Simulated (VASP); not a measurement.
Here is a VASP 6.6.1 calculation.

The input POSCAR:

```
CoO                                     
1.0
    0.0000000000      2.1217111316      2.1217111316
    2.1217111316      0.0000000000      2.1217111316
    2.1217111316      2.1217111316      0.0000000000
  Co              O             
     1     1
Direct
     0.0000000000000000    0.0000000000000000    0.0000000000000000
     0.5000000000000000    0.5000000000000000    0.5000000000000000
```

Contents of INCAR.step1:

```
PREC = Accurate
ENCUT = 520
EDIFF = 1E-7
ISMEAR = 0
SIGMA = 0.02
LREAL = F
LASPH = T
NELM = 100
ALGO = Fast
ISIF = 2
LWAVE = F
LCHARG = T
ISPIN = 2
MAGMOM = 3 0
LORBIT = 11
LMAXMIX = 4
GGA = PE
NBANDS = 18
```

Contents of KPOINTS.step1:

```
Automatic mesh
0
Gamma
  12 12 12
```

INCAR.step2

```
PREC = Accurate
ENCUT = 520
EDIFF = 1E-7
ISMEAR = 0
SIGMA = 0.05
LREAL = F
LASPH = T
NELM = 100
ALGO = Fast
ISIF = 2
LWAVE = F
LCHARG = F
ISPIN = 2
MAGMOM = 3 0
LORBIT = 11
LMAXMIX = 4
GGA = PE
NBANDS = 18
ICHARG = 11
```

Contents of KPOINTS.step2:

```
path GXWKGLUWLK,UX
10
line-mode
reciprocal
 0.0000000000  0.0000000000  0.0000000000  G
 0.5000000000  0.0000000000  0.5000000000  X

 0.5000000000  0.0000000000  0.5000000000  X
 0.5000000000  0.2500000000  0.7500000000  W

 0.5000000000  0.2500000000  0.7500000000  W
 0.3750000000  0.3750000000  0.7500000000  K

 0.3750000000  0.3750000000  0.7500000000  K
 0.0000000000  0.0000000000  0.0000000000  G

 0.0000000000  0.0000000000  0.0000000000  G
 0.5000000000  0.5000000000  0.5000000000  L

 0.5000000000  0.5000000000  0.5000000000  L
 0.6250000000  0.2500000000  0.6250000000  U

 0.6250000000  0.2500000000  0.6250000000  U
 0.5000000000  0.2500000000  0.7500000000  W

 0.5000000000  0.2500000000  0.7500000000  W
 0.5000000000  0.5000000000  0.5000000000  L

 0.5000000000  0.5000000000  0.5000000000  L
 0.3750000000  0.3750000000  0.7500000000  K

 0.6250000000  0.2500000000  0.6250000000  U
 0.5000000000  0.0000000000  0.5000000000  X
```

Potentials or basis: VASP PAW PBE potentials, release 64 (Co, O).

The run is started by

```sh
$ cat potpaw_PBE.64/Co/POTCAR potpaw_PBE.64/O/POTCAR > POTCAR
$ cp INCAR.step1 INCAR
$ cp KPOINTS.step1 KPOINTS
$ mpirun -np 1 vasp_std > vasp.out
$ cp INCAR.step2 INCAR
$ cp KPOINTS.step2 KPOINTS
$ mpirun -np 1 vasp_std > vasp.out
```

(1) Estimate the net moment.

(2) What does it give for the band gap along the path?

Results:

(1) 2.91 μB per cell.

(2) none (metal or under the smearing width).

Caveat: a cell with one magnetic atom can't hold antiferromagnetic order, which such compounds often take; semilocal functionals often make such compounds metallic where correlation or magnetic order opens a gap, which also shifts bond lengths.
